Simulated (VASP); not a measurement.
# MgO: relaxation of the cell, by functional

MgO, Fm-3m (no. 225), 2 atoms in the cell.

| Functional | Volume (A^3) | Pressure left (GPa) | Ionic steps | SCF steps in all |
|---|---|---|---|---|
| TH-FL | 17.583 | 0.01 | 3 | 25 |
| Slater-GL | 17.701 | 0.01 | 3 | 25 |
| TM | 18.569 | 0.00 | 3 | 34 |
| KT2 | 17.670 | 0.02 | 3 | 27 |
| B97-GGA1 | 19.397 | 0.02 | 3 | 29 |
| SOGGA11 | 19.088 | 0.01 | 3 | 35 |
| Slater-PZ | 17.987 | -0.02 | 3 | 25 |
| Slater-Wigner | 18.586 | 0.00 | 3 | 23 |
| HCTH407 | 19.435 | 0.02 | 3 | 31 |
| N12 | 18.063 | 0.00 | 3 | 30 |

## Input of the first row

INCAR:
```
SYSTEM = MgO
PREC = Accurate ; ENCUT = 600
EDIFF = 1E-7 ; ISMEAR = 0
SIGMA = 0.02 ; LREAL = .FALSE.
LASPH = .TRUE. ; ALGO = Normal
NELM = 100 ; ISIF = 3
LWAVE = .FALSE. ; LCHARG = .FALSE.
IBRION = 2 ; NSW = 40
EDIFFG = -0.01 ; GGA_COMPAT = .FALSE.
GGA = LIBXC ; LIBXC1 = GGA_XC_TH_FL
```

KPOINTS:
```
k-points
0
Gamma
  9 9 9
```

POSCAR:
```
MgO
1.0
    0.0000000000      2.0970013927      2.0970013927
    2.0970013927      0.0000000000      2.0970013927
    2.0970013927      2.0970013927      0.0000000000
Mg O
1 1
Direct
    0.0000000000      0.0000000000      0.0000000000
    0.5000000000      0.5000000000      0.5000000000
```

Commands:
```
cat potpaw_PBE.64/Mg/POTCAR potpaw_PBE.64/O/POTCAR > POTCAR
mpirun -np 1 vasp_std > vasp.out
```

Changes of the last row against the first:
```
- LIBXC1 = GGA_XC_TH_FL
+ LIBXC1 = GGA_X_N12
+ LIBXC2 = GGA_C_N12
```

VASP 6.6.1 took 16 s on 1 core (Intel Xeon Platinum 8375C @ 2.90GHz (Ice Lake)), a shared host.
